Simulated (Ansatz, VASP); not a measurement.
**AlN: VASP beside Ansatz**

```xyz
2
Lattice="0.0000 2.1362 2.1362 2.1362 0.0000 2.1362 2.1362 2.1362 0.0000" Properties=species:S:1:pos:R:3 pbc="T T T"
Al    2.1362    2.1362    2.1362
N     0.0000    0.0000    0.0000
```

Change from the starting cell: strain +0.050 along x and y, +0.050 along z, atoms carried along.

Alike in both runs: task single point; functional r2SCAN; k mesh 10 × 10 × 10; occupations gaussian, width 0.05 eV; no spin polarisation.

|  | VASP | Ansatz |
| --- | --- | --- |
| version | VASP 6.6.1 | Ansatz 0.2.0 |
| potentials or method | VASP PAW PBE potentials, release 64 (Al, N) | scalar-relativistic, plane waves, PAW |
| plane-wave cutoff (eV) | 520 | 500 |
| valence electrons in the cell | 8 | 8 |

VASP gave:

* gap on the k mesh at the Fermi level (eV): 3.91
* least direct gap on the mesh (eV): 4.23
* pressure (GPa): -34.1

Q: Estimate Ansatz's values.

A: gap on the k mesh at the Fermi level (eV): 3.91; least direct gap on the mesh (eV): 4.19; pressure (GPa): -33.4.

Caveats: the cell as given lies far from equilibrium; so large a pressure means that the cell lies far from this level's equilibrium, or that cutoff or potentials fall short (VASP); the potentials were made for another functional, which shifts forces and pressure (VASP). A k mesh can miss the band edges.
